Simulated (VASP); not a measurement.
A VASP 6.6.1 single-point calculation on LiH

INCAR

```
LWAVE = .FALSE.
PREC = Accurate
LREAL = .FALSE.
ENCUT = 520
IBRION = -1
ALGO = Normal
ISMEAR = 0
LASPH = .TRUE.
NBANDS = 9
NSW = 0
ISIF = 2
NELM = 120
EDIFF = 1E-8
NELECT = 3
LCHARG = .FALSE.
METAGGA = R2SCAN
SIGMA = 0.01
```

KPOINTS

```
KPOINTS created by Atomic Simulation Environment
0
Gamma
10 10 10
0 0 0
```

POSCAR

```
Li H
 1.0000000000000000
     0.0000000000000000    2.0678196931000001    2.0678196931000001
     2.0678196931000001    0.0000000000000000    2.0678196931000001
     2.0678196931000001    2.0678196931000001    0.0000000000000000
 Li  H
   1   1
Cartesian
  0.0000000000000000  0.0000000000000000  0.0000000000000000
  2.0678196931000006  2.0678196931000006  2.0678196931000006
```

The recommended PBE PAW datasets give the neutral cell 4 valence electrons.

Command

```
mpirun -np 1 vasp_std
```

Task: Predict the outcome of this run.

Result: It converged. Results: pressure -32.2 GPa.

OSZICAR

```
N       E                     dE             d eps       ncg     rms          rms(c)
DAV:   1    -0.127707053657E+01   -0.12771E+01   -0.73237E+02   854   0.239E+02
DAV:   2    -0.449518506097E+01   -0.32181E+01   -0.29771E+01  1215   0.422E+01
DAV:   3    -0.454151301520E+01   -0.46328E-01   -0.46314E-01  1028   0.435E+00
DAV:   4    -0.454168995072E+01   -0.17694E-03   -0.17691E-03  1184   0.278E-01
DAV:   5    -0.454169130979E+01   -0.13591E-05   -0.13587E-05  1035   0.172E-02    0.284E+00
DAV:   6    -0.506549726764E+01   -0.52381E+00   -0.72485E-01   911   0.264E+00    0.706E-01
DAV:   7    -0.505445083023E+01    0.11046E-01   -0.15167E-02   886   0.860E-01    0.321E-01
DAV:   8    -0.504989637794E+01    0.45545E-02   -0.43510E-03  1099   0.288E-01    0.394E-02
DAV:   9    -0.504979021611E+01    0.10616E-03   -0.49331E-04   940   0.120E-01    0.265E-02
DAV:  10    -0.504973993747E+01    0.50279E-04   -0.83279E-05  1015   0.621E-02    0.167E-02
DAV:  11    -0.504980362792E+01   -0.63690E-04   -0.36392E-05   881   0.352E-02    0.230E-03
DAV:  12    -0.504979628303E+01    0.73449E-05   -0.87445E-07  1021   0.589E-03    0.136E-03
DAV:  13    -0.504978931033E+01    0.69727E-05   -0.33917E-07   908   0.325E-03    0.560E-04
DAV:  14    -0.504978517444E+01    0.41359E-05   -0.84831E-08   967   0.165E-03    0.148E-04
DAV:  15    -0.504978474530E+01    0.42913E-06   -0.23588E-09  1056   0.320E-04    0.453E-05
DAV:  16    -0.504978455966E+01    0.18565E-06   -0.55178E-10   945   0.122E-04    0.435E-06
DAV:  17    -0.504978452621E+01    0.33447E-07   -0.88647E-12   491   0.188E-05    0.430E-06
DAV:  18    -0.504978453484E+01   -0.86264E-08   -0.15837E-12   492   0.839E-06
   1 F= -.50497845E+01 E0= -.50497172E+01  d E =-.134666E-03
```

The cell is charged and sits in a uniform background.

For comparison, a separate r²SCAN run of the intended cell, on usual settings and not on those above, gives a gap of 3.63 eV on its mesh and a pressure of -3.7 GPa.
